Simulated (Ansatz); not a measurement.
Run on CsI: DFT, PBE, PAW with Ansatz's default frozen-core files, scalar-relativistic (Ansatz 0.2.0). This run: atoms relaxed at 1 of the base cell's volume.

The base volume is that of a database entry, so it needn't be at zero pressure; the structure needn't be the stable phase, at rest or compressed.

Command: `ansatz run input.yaml --threads 1 --pin off --max-ram 2048MiB --backend cpu --events-out ev --progress --plain --runs-dir out` It took 1.7 s on 1 thread of Intel(R) Xeon(R) Platinum 8488C (Sapphire Rapids) (shared host), peak memory 0.42 GiB.

```yaml
crystal:
  lattice:
    - [4.665212, 0.0, 0.0]
    - [0.0, 4.665212, 0.0]
    - [0.0, 0.0, 4.665212]
  atoms:
    - { symbol: Cs, position: [0.0, 0.0, 0.0] }
    - { symbol: I, position: [0.5, 0.5, 0.5] }
kpoints:
  mp_grid: { grid: [6, 6, 6] }
scf:
  occupations: { method: fermi_dirac, width: 0.03 }
hamiltonian:
  xc: pbe
  pseudopotentials: { kind: paw }
output:
  forces: true
  stress: true
relax:
  f_tol: 0.01
  max_steps: 30
```

Output:

```
Warning: output.stress: scf.convergence.dr2_threshold = 1e-7 eV (the SCF's general default) is looser than the 2e-10 eV advised for a printed stress (1e-10 eV for each atom of the cell: 2). What an SCF threshold leaves in a stress goes as its square root, and in the free energy as the threshold itself, and one threshold admits the most on a small cell: of the crystals measured, under no hybrid functional and no lock of the moments, on runs that ended without the residual-converged pass, on stresses that held no estimate of that error, the worst erred by over 100 MPa in a component at 1e-7 eV an atom and by under 5 at 1e-10. Every solve of this run answers to scf.convergence.dr2_threshold, and the tensor of one is reported: a single SCF on the reported geometry and on this run's grids (its basis.xc_grid and basis.ecutrho_ratio typed), with scf.convergence.dr2_threshold at 2e-10 eV or tighter, prints it and tightens no other solve. Else set scf.convergence.dr2_threshold to 2e-10 eV or tighter. The threshold is an SCF's pass mark: one that does not reach it within its budget of iterations ends unconverged, or closes short of it on a stop that the run arms, and scf.convergence.dr2_threshold's page says what that costs each kind of run
Engine: ansatz 0.2.0
Pseudopotentials: kind: paw
Pseudopotential: Cs, paw, valence charge 9, recommended cutoff 420 eV (normal), Cs.paw.azcp
Pseudopotential: I, paw, valence charge 17, recommended cutoff 420 eV (normal), I.paw.azcp
Functional definition: PBE
  parameter kappa = 0.804
  parameter beta = 0.06672455060314922
  exchange = pbe_x(kappa = kappa, mu = beta*pi^2/3)
  correlation = pbe_c(beta = beta)
Crystal: 2 atoms, lattice volume = 101.535 Å³
Basis set: ecut = 420 eV, 1935 PW (Γ), exchange–correlation on 64×64×64 points (8 copies of the dense FFT grid, shifted against one another)
Bands: 17, of which v1, the nominal top of the filled ones, is band 13 counted from 1 (12 counted from 0)
Symmetry: 48 space group operations
Space group: Pm-3m (ITA 221), of the structure as read, at distance tolerance 4.7e-5 Å
k-points: 20 of 216
Non-local potential: Cs, projectors of the file, l = 0: 3, l = 1: 2, l = 2: 2, l = 3: 2
Non-local potential: I, projectors of the file, l = 0: 2, l = 1: 2, l = 2: 2, l = 3: 2
PAW form: soft (Blöchl's): semilocal exchange-correlation on the pseudo side does not see the compensation charge
PAW one-centre angular grid: Cs, 194 points (default); XC on 64 Gauss nodes
PAW one-centre angular grid: I, 590 points (default); XC on 64 Gauss nodes
Initial density: superposition of atomic densities (neutral atoms: chi_scale 0, normalization atom), corrected by the library's trained network
Initial wavefunctions: pseudopotential atomic-orbital guess
Functional: x = pbe(κ = 0.804, μ = 0.2195149727645171), c = pbe(β = 0.06672455060314922)
SCF iter   1: F=—  HF=-13186.752189 eV  |F-HF|=—  |Δ(HF+E_count)|=         —  Δρ=3.26e-4  dr2=6.64e-5  ethr=1.77e-3  ⟨swp⟩=9.0  Hψ=2022  notcnv=0
preconditioner: auto → Resta (q_TF=auto, 2.174 Å⁻¹)  ε∞=2.6  [insulator: Δε(μ)=3.702 eV  Ē_g=10.763 eV  σ=0.030 eV  W_gap=1.00  n_scr=18 (ndim 8)  ℏωp=13.8 eV  f_vac=0.035  D(μ)=0.00/eV (n_scr^D=0)  ε∞_Penn≈2.6]
SCF iter   2: F=—  HF=-13186.752932 eV  |F-HF|=—  |Δ(HF+E_count)|=   7.43e-4  Δρ=2.11e-4  dr2=3.87e-5  ethr=2.55e-7  ⟨swp⟩=3.1  Hψ=952  notcnv=0
SCF iter   3: F=—  HF=-13186.753154 eV  |F-HF|=—  |Δ(HF+E_count)|=   2.21e-4  Δρ=6.33e-5  dr2=3.54e-6  ethr=1.49e-7  ⟨swp⟩=2.0  Hψ=484  notcnv=0
SCF iter   4: F=—  HF=-13186.753172 eV  |F-HF|=—  |Δ(HF+E_count)|=   1.80e-5  Δρ=1.21e-5  dr2=1.55e-7  ethr=1.36e-8  ⟨swp⟩=2.0  Hψ=487  notcnv=0
iter 5 did not close the SCF: its close was put off for the readings that it lacked (scf_convergence_deferred on its scf_iter line)
SCF iter   5: F=-13186.753172 eV  HF=-13186.753172 eV  |F-HF|=2.22e-8  |Δ(HF+E_count)|=   1.33e-7  Δρ=5.11e-6  dr2=1.72e-8  ethr=5.97e-10  ⟨swp⟩=2.0  Hψ=600  notcnv=0
SCF iter   6: F=-13186.753172 eV  HF=-13186.753172 eV  |F-HF|=8.93e-10  |Δ(HF+E_count)|=   1.07e-8  Δρ=1.03e-6  dr2=1.16e-9  ethr=6.61e-11  ⟨swp⟩=2.5  Hψ=1188  notcnv=0
SCF 1 converged in 6 iterations: F = -13186.753172 eV  dr2 = 1.16e-9
  greatest PAW one-centre occupation: 0.999 electrons in one spin orbital (limit 2), on the I atom at site 1 (counted from 0), in its partial waves of l = 2
relax step   1: F+E_penalty+E_count = -13186.75317183 eV  Δ(F+E_penalty+E_count) = +0.000e0 eV  max|allowed force component| = 1.354e-29 eV/Å  Δτ_max = 0.0000 Å  (6 SCF iters, accepted)
SCF converged after 6 iterations
Free energy (F): -13186.753172 eV
Harris-Foulkes:  -13186.753172 eV  (|F-HF|=8.93e-10)
Internal energy: -13186.753172 eV  (E = F + TS)
E sigma→0 (E₀):  -13186.753172 eV
Fermi energy:    5.293923 eV
--- Per-component energies (eV) ---
  E_band       = -448.562118
  E_kinetic    = 331.082056
  E_local      = -2519.432312  (includes V_loc(G=0)·N_el)
  E_nonlocal   = -60.109592
  E_hartree    = 1247.007745
  E_xc         = -302.704660
  E_vxc        = -255.464580  (∫ρ·V_xc dr)
  E_paw        = -9883.725559  (= ΣΔE_a)
  E_vpaw       = -438.652832  (= ΣTr[D̂ρ^β])
  E_aug_tail   = -0.000011  (compensation charges beyond the density's cutoff)
  E_ewald      = -1998.870840
  E_smearing   = -0.000000  (= −TS)
  E_closure    = 0.000000  (closes the sum)
  Σ components = -13186.753172   (vs F -13186.753172, Δ=0.00e0)
--- Forces (eV/Å), atoms counted from 1 ---
  atom   1  Cs    -0.00000000     0.00000000     0.00000000
  atom   2  I      0.00000000    -0.00000000     0.00000000
  max |Σ_I F_I| component: 2.34e-29 eV/Å
--- Stress (GPa, compression-positive) ---
        0.007708       0.000000       0.000000
       -0.000000       0.007708       0.000000
        0.000000       0.000000       0.007708
  P = ⅓ Tr σ = 0.0077 GPa (0.077 kbar)
--- Relaxed structure (1 steps of the walk, 1 accepted, 0 SCFs on fresh bases) ---
  F+E_penalty+E_count = -13186.75317183 eV   max|allowed force component| = 1.354e-29 eV/Å
  atoms:
    - { symbol: Cs, position: [0.0, 0.0, 0.0] }
    - { symbol: I, position: [0.5, 0.5, 0.5] }
```

Next run (the series' base cell), as changes to the input before:

```diff
   mp_grid: { grid: [6, 6, 6] }
+  band_path:
+    path:
+      - [0.0, 0.0, 0.0]
+      - [0.0, 0.5, 0.0]
+      - [0.5, 0.5, 0.0]
+      - [0.0, 0.0, 0.0]
+      - [0.5, 0.5, 0.5]
+      - [0.0, 0.5, 0.0]
+      - [0.5, 0.5, 0.5]
+      - [0.5, 0.5, 0.0]
+    npoints: 6
 scf:
   stress: true
-relax:
-  f_tol: 0.01
-  max_steps: 30
+  eigenvalues: true
+  efg: { contact_densities: true }
+  populations: true
```

Results part of the output:

```
SCF 1 converged in 6 iterations: F = -13186.753172 eV  dr2 = 1.16e-9
  greatest PAW one-centre occupation: 0.999 electrons in one spin orbital (limit 2), on the I atom at site 1 (counted from 0), in its partial waves of l = 2
NSCF: frozen V_eff on 43 k-points
SCF converged after 6 iterations
Free energy (F): -13186.753172 eV
Harris-Foulkes:  -13186.753172 eV  (|F-HF|=8.97e-10)
Internal energy: -13186.753172 eV  (E = F + TS)
E sigma→0 (E₀):  -13186.753172 eV
Fermi energy:    5.293923 eV
--- Per-component energies (eV) ---
  E_band       = -448.562118
  E_kinetic    = 331.082056
  E_local      = -2519.432312  (includes V_loc(G=0)·N_el)
  E_nonlocal   = -60.109592
  E_hartree    = 1247.007745
  E_xc         = -302.704660
  E_vxc        = -255.464580  (∫ρ·V_xc dr)
  E_paw        = -9883.725559  (= ΣΔE_a)
  E_vpaw       = -438.652832  (= ΣTr[D̂ρ^β])
  E_aug_tail   = -0.000011  (compensation charges beyond the density's cutoff)
  E_ewald      = -1998.870840
  E_smearing   = -0.000000  (= −TS)
  E_closure    = 0.000000  (closes the sum)
  Σ components = -13186.753172   (vs F -13186.753172, Δ=0.00e0)
--- Forces (eV/Å), atoms counted from 1 ---
  atom   1  Cs     0.00000000     0.00000000     0.00000000
  atom   2  I     -0.00000000     0.00000000    -0.00000000
  max |Σ_I F_I| component: 6.31e-30 eV/Å
--- Stress (GPa, compression-positive) ---
        0.007708      -0.000000       0.000000
        0.000000       0.007708       0.000000
        0.000000       0.000000       0.007708
  P = ⅓ Tr σ = 0.0077 GPa (0.077 kbar)
--- PAW observables at the nuclei: V_zz in 10²¹ V/m², potentials from the cell's mean, atoms counted from 1 ---
  atom   1  Cs V_zz =    -0.000000   η = 0.0000   by run symmetry: forbidden
            electrostatic potential = -9372.601520 V   contact ρ = 1900603.562686 e/Å³
  atom   2  I  V_zz =    +0.000000   η = 0.0000   by run symmetry: forbidden
            electrostatic potential = -8886.664422 V   contact ρ = 1603916.427663 e/Å³
--- Band table (eV; the first three rows and the last of 20) ---
  k-point 0: bands = ["-39.4221", "-39.4221", "-39.4221", "-39.4209", "-39.4209", "-17.0372", "-7.1376", "-3.7488", "-3.7488", "-3.7488", "3.3277", "3.3277", "3.3277", "7.1105", "7.7021", "7.7021", "11.0618"]
  k-point 1: bands = ["-39.4221", "-39.4221", "-39.4221", "-39.4209", "-39.4209", "-17.0326", "-7.1372", "-3.7850", "-3.7367", "-3.7367", "2.9119", "3.3009", "3.3009", "7.6628", "7.8574", "8.2318", "10.9732"]
  k-point 2: bands = ["-39.4221", "-39.4221", "-39.4221", "-39.4209", "-39.4208", "-17.0234", "-7.1382", "-3.8493", "-3.7122", "-3.7122", "2.2786", "3.2454", "3.2454", "8.2830", "8.7911", "9.3765", "10.8839"]
  k-point 19: bands = ["-39.4221", "-39.4221", "-39.4221", "-39.4207", "-39.4207", "-16.9861", "-6.9091", "-3.9591", "-3.9591", "-3.9591", "2.2703", "2.2703", "2.2703", "10.4079", "10.4079", "10.4079", "11.0018"]
--- Löwdin populations: 2 sites ---
  site symbol       q [e]
     0     Cs      8.2717
     1      I     17.6564
  spilling = 0.002767 (of n_electrons = 26.000000)
```

Next run (atoms relaxed at 0.85 of the base cell's volume), as changes to the input before:

```diff
   lattice:
-    - [4.665212, 0.0, 0.0]
-    - [0.0, 4.665212, 0.0]
-    - [0.0, 0.0, 4.665212]
+    - [4.4192071473, 0.0, 0.0]
+    - [0.0, 4.4192071473, 0.0]
+    - [0.0, 0.0, 4.4192071473]
   atoms:
   mp_grid: { grid: [6, 6, 6] }
-  band_path:
-    path:
-      - [0.0, 0.0, 0.0]
-      - [0.0, 0.5, 0.0]
-      - [0.5, 0.5, 0.0]
-      - [0.0, 0.0, 0.0]
-      - [0.5, 0.5, 0.5]
-      - [0.0, 0.5, 0.0]
-      - [0.5, 0.5, 0.5]
-      - [0.5, 0.5, 0.0]
-    npoints: 6
 scf:
   stress: true
-  eigenvalues: true
-  efg: { contact_densities: true }
-  populations: true
+  write_density: true
+  write_potential: true
+  elf: true
+  volumetric_format: npy
+relax:
+  f_tol: 0.01
+  max_steps: 30
```

Results part of the output:

```
Warning: output.stress: scf.convergence.dr2_threshold = 1e-7 eV (the SCF's general default) is looser than the 2e-10 eV advised for a printed stress (1e-10 eV for each atom of the cell: 2). What an SCF threshold leaves in a stress goes as its square root, and in the free energy as the threshold itself, and one threshold admits the most on a small cell: of the crystals measured, under no hybrid fun
NSCF: frozen V_eff on 20 k-points
the band table was solved once a step of the walk had ended and its energy, with any forces and stress, was formed, with the checks that follow a solve (2163 applications of the Hamiltonian). They found nothing against the state; the energy, forces and stress were not computed again (output.eigenvalues in the input reference)
SCF converged after 6 iterations
Free energy (F): -13186.654372 eV
Harris-Foulkes:  -13186.654372 eV  (|F-HF|=1.28e-8)
Internal energy: -13186.654372 eV  (E = F + TS)
E sigma→0 (E₀):  -13186.654372 eV
Fermi energy:    6.958921 eV
--- Per-component energies (eV) ---
  E_band       = -410.406658
  E_kinetic    = 333.027193
  E_local      = -2336.333520  (includes V_loc(G=0)·N_el)
  E_nonlocal   = -59.923747
  E_hartree    = 1174.183823
  E_xc         = -303.658548
  E_vxc        = -256.796483  (∫ρ·V_xc dr)
  E_paw        = -9883.807192  (= ΣΔE_a)
  E_vpaw       = -438.740693  (= ΣTr[D̂ρ^β])
  E_aug_tail   = -0.000014  (compensation charges beyond the density's cutoff)
  E_ewald      = -2110.142366
  E_smearing   = -0.000000  (= −TS)
  E_closure    = 0.000000  (closes the sum)
  Σ components = -13186.654372   (vs F -13186.654372, Δ=0.00e0)
--- Forces (eV/Å), atoms counted from 1 ---
  atom   1  Cs    -0.00000000     0.00000000    -0.00000000
  atom   2  I      0.00000000    -0.00000000     0.00000000
  max |Σ_I F_I| component: 3.36e-28 eV/Å
--- Stress (GPa, compression-positive) ---
        2.438063       0.000000       0.000000
        0.000000       2.438063       0.000000
        0.000000       0.000000       2.438063
  P = ⅓ Tr σ = 2.4381 GPa (24.381 kbar)
--- Band table (eV; the first three rows and the last of 20) ---
  k-point 0: bands = ["-38.0321", "-38.0321", "-38.0321", "-38.0303", "-38.0303", "-15.3268", "-5.8834", "-2.0168", "-2.0168", "-2.0168", "4.8706", "4.8706", "4.8706", "8.9602", "8.9602", "9.1824", "12.9288"]
  k-point 1: bands = ["-38.0321", "-38.0321", "-38.0321", "-38.0303", "-38.0302", "-15.3171", "-5.8929", "-2.0612", "-1.9935", "-1.9935", "4.3113", "4.8141", "4.8141", "9.1389", "9.5547", "9.9335", "12.8261"]
  k-point 2: bands = ["-38.0321", "-38.0321", "-38.0321", "-38.0302", "-38.0300", "-15.2976", "-5.9162", "-2.1281", "-1.9459", "-1.9459", "3.4780", "4.6975", "4.6975", "9.6383", "10.9116", "11.3587", "12.4043"]
  k-point 19: bands = ["-38.0322", "-38.0322", "-38.0322", "-38.0298", "-38.0298", "-15.2220", "-5.5278", "-2.3433", "-2.3433", "-2.3433", "3.3719", "3.3719", "3.3719", "12.4598", "12.4598", "12.4598", "13.2929"]
--- Relaxed structure (1 steps of the walk, 1 accepted, 0 SCFs on fresh bases) ---
  F+E_penalty+E_count = -13186.65437192 eV   max|allowed force component| = 1.687e-28 eV/Å
  atoms:
    - { symbol: Cs, position: [0.0, 0.0, 0.0] }
    - { symbol: I, position: [0.49999999999999994, 0.49999999999999994, 0.49999999999999994] }
```

Next run (volume at 0.85 of the series' base cell), as changes to the input before:

```diff
   mp_grid: { grid: [6, 6, 6] }
+  band_path:
+    path:
+      - [0.0, 0.0, 0.0]
+      - [0.0, 0.5, 0.0]
+      - [0.5, 0.5, 0.0]
+      - [0.0, 0.0, 0.0]
+      - [0.5, 0.5, 0.5]
+      - [0.0, 0.5, 0.0]
+      - [0.5, 0.5, 0.5]
+      - [0.5, 0.5, 0.0]
+    npoints: 6
 scf:
   stress: true
-  write_density: true
-  write_potential: true
-  elf: true
-  volumetric_format: npy
-relax:
-  f_tol: 0.01
-  max_steps: 30
+  eigenvalues: true
+  efg: { contact_densities: true }
+  populations: true
```

Results part of the output:

```
SCF 1 converged in 6 iterations: F = -13186.654372 eV  dr2 = 1.37e-8
  greatest PAW one-centre occupation: 0.999 electrons in one spin orbital (limit 2), on the I atom at site 1 (counted from 0), in its partial waves of l = 2
NSCF: frozen V_eff on 43 k-points
SCF converged after 6 iterations
Free energy (F): -13186.654372 eV
Harris-Foulkes:  -13186.654372 eV  (|F-HF|=1.27e-8)
Internal energy: -13186.654372 eV  (E = F + TS)
E sigma→0 (E₀):  -13186.654372 eV
Fermi energy:    6.958921 eV
--- Per-component energies (eV) ---
  E_band       = -410.406651
  E_kinetic    = 333.027193
  E_local      = -2336.333513  (includes V_loc(G=0)·N_el)
  E_nonlocal   = -59.923749
  E_hartree    = 1174.183817
  E_xc         = -303.658548
  E_vxc        = -256.796482  (∫ρ·V_xc dr)
  E_paw        = -9883.807192  (= ΣΔE_a)
  E_vpaw       = -438.740690  (= ΣTr[D̂ρ^β])
  E_aug_tail   = -0.000014  (compensation charges beyond the density's cutoff)
  E_ewald      = -2110.142366
  E_smearing   = -0.000000  (= −TS)
  E_closure    = 0.000000  (closes the sum)
  Σ components = -13186.654372   (vs F -13186.654372, Δ=0.00e0)
--- Forces (eV/Å), atoms counted from 1 ---
  atom   1  Cs    -0.00000000     0.00000000    -0.00000000
  atom   2  I      0.00000000     0.00000000    -0.00000000
  max |Σ_I F_I| component: 7.63e-30 eV/Å
--- Stress (GPa, compression-positive) ---
        2.438063       0.000000       0.000000
       -0.000000       2.438063       0.000000
        0.000000       0.000000       2.438063
  P = ⅓ Tr σ = 2.4381 GPa (24.381 kbar)
--- PAW observables at the nuclei: V_zz in 10²¹ V/m², potentials from the cell's mean, atoms counted from 1 ---
  atom   1  Cs V_zz =    -0.000000   η = 0.0000   by run symmetry: forbidden
            electrostatic potential = -9374.746107 V   contact ρ = 1900606.785848 e/Å³
  atom   2  I  V_zz =    +0.000000   η = 0.0000   by run symmetry: forbidden
            electrostatic potential = -8888.420990 V   contact ρ = 1603915.656709 e/Å³
--- Band table (eV; the first three rows and the last of 20) ---
  k-point 0: bands = ["-38.0321", "-38.0321", "-38.0321", "-38.0303", "-38.0303", "-15.3268", "-5.8834", "-2.0168", "-2.0168", "-2.0168", "4.8706", "4.8706", "4.8706", "8.9602", "8.9602", "9.1824", "12.9288"]
  k-point 1: bands = ["-38.0321", "-38.0321", "-38.0321", "-38.0303", "-38.0302", "-15.3171", "-5.8929", "-2.0612", "-1.9935", "-1.9935", "4.3113", "4.8141", "4.8141", "9.1389", "9.5547", "9.9335", "12.8261"]
  k-point 2: bands = ["-38.0321", "-38.0321", "-38.0321", "-38.0302", "-38.0300", "-15.2976", "-5.9162", "-2.1281", "-1.9459", "-1.9459", "3.4780", "4.6975", "4.6975", "9.6383", "10.9116", "11.3587", "12.4043"]
  k-point 19: bands = ["-38.0322", "-38.0322", "-38.0322", "-38.0298", "-38.0298", "-15.2220", "-5.5278", "-2.3433", "-2.3433", "-2.3433", "3.3719", "3.3719", "3.3719", "12.4598", "12.4598", "12.4598", "13.2929"]
--- Löwdin populations: 2 sites ---
  site symbol       q [e]
     0     Cs      8.2722
     1      I     17.6396
  spilling = 0.003390 (of n_electrons = 26.000000)
```

Next run (atoms relaxed at 0.55 of the base cell's volume), as changes to the input before:

```diff
   lattice:
-    - [4.4192071473, 0.0, 0.0]
-    - [0.0, 4.4192071473, 0.0]
-    - [0.0, 0.0, 4.4192071473]
+    - [3.8223074235, 0.0, 0.0]
+    - [0.0, 3.8223074235, 0.0]
+    - [0.0, 0.0, 3.8223074235]
   atoms:
   mp_grid: { grid: [6, 6, 6] }
-  band_path:
-    path:
-      - [0.0, 0.0, 0.0]
-      - [0.0, 0.5, 0.0]
-      - [0.5, 0.5, 0.0]
-      - [0.0, 0.0, 0.0]
-      - [0.5, 0.5, 0.5]
-      - [0.0, 0.5, 0.0]
-      - [0.5, 0.5, 0.5]
-      - [0.5, 0.5, 0.0]
-    npoints: 6
 scf:
   stress: true
-  eigenvalues: true
-  efg: { contact_densities: true }
-  populations: true
+relax:
+  f_tol: 0.01
+  max_steps: 30
```

Command: `ansatz run input.yaml --threads 1 --pin off --max-ram 2048MiB --backend cpu --events-out ev --progress --plain --runs-dir out` It took 1.1 s on 1 thread of Intel(R) Xeon(R) Platinum 8488C (Sapphire Rapids) (shared host), peak memory 0.39 GiB.

Results part of the output:

```
Warning: output.stress: scf.convergence.dr2_threshold = 1e-7 eV (the SCF's general default) is looser than the 2e-10 eV advised for a printed stress (1e-10 eV for each atom of the cell: 2). What an SCF threshold leaves in a stress goes as its square root, and in the free energy as the threshold itself, and one threshold admits the most on a small cell: of the crystals measured, under no hybrid fun
SCF converged after 6 iterations
Free energy (F): -13184.649614 eV
Harris-Foulkes:  -13184.649614 eV  (|F-HF|=6.81e-9)
Internal energy: -13184.649614 eV  (E = F + TS)
E sigma→0 (E₀):  -13184.649614 eV
Fermi energy:    12.194837 eV
--- Per-component energies (eV) ---
  E_band       = -272.308979
  E_kinetic    = 343.956672
  E_local      = -1819.684961  (includes V_loc(G=0)·N_el)
  E_nonlocal   = -59.142887
  E_hartree    = 982.227884
  E_xc         = -308.433007
  E_vxc        = -263.345909  (∫ρ·V_xc dr)
  E_paw        = -9883.906572  (= ΣΔE_a)
  E_vpaw       = -438.541753  (= ΣTr[D̂ρ^β])
  E_aug_tail   = -0.000020  (compensation charges beyond the density's cutoff)
  E_ewald      = -2439.666723
  E_smearing   = -0.000000  (= −TS)
  E_closure    = -0.000000  (closes the sum)
  Σ components = -13184.649614   (vs F -13184.649614, Δ=0.00e0)
--- Forces (eV/Å), atoms counted from 1 ---
  atom   1  Cs    -0.00000000     0.00000000     0.00000000
  atom   2  I      0.00000000    -0.00000000     0.00000000
  max |Σ_I F_I| component: 4.22e-29 eV/Å
--- Stress (GPa, compression-positive) ---
       26.526263       0.000000       0.000000
        0.000000      26.526263       0.000000
        0.000000       0.000000      26.526263
  P = ⅓ Tr σ = 26.5263 GPa (265.263 kbar)
--- Relaxed structure (1 steps of the walk, 1 accepted, 0 SCFs on fresh bases) ---
  F+E_penalty+E_count = -13184.64961369 eV   max|allowed force component| = 2.202e-29 eV/Å
  atoms:
    - { symbol: Cs, position: [0.0, 0.0, 0.0] }
    - { symbol: I, position: [0.5, 0.5, 0.5] }
```

Spin–orbit coupling is left out, which matters for the heavy atoms.
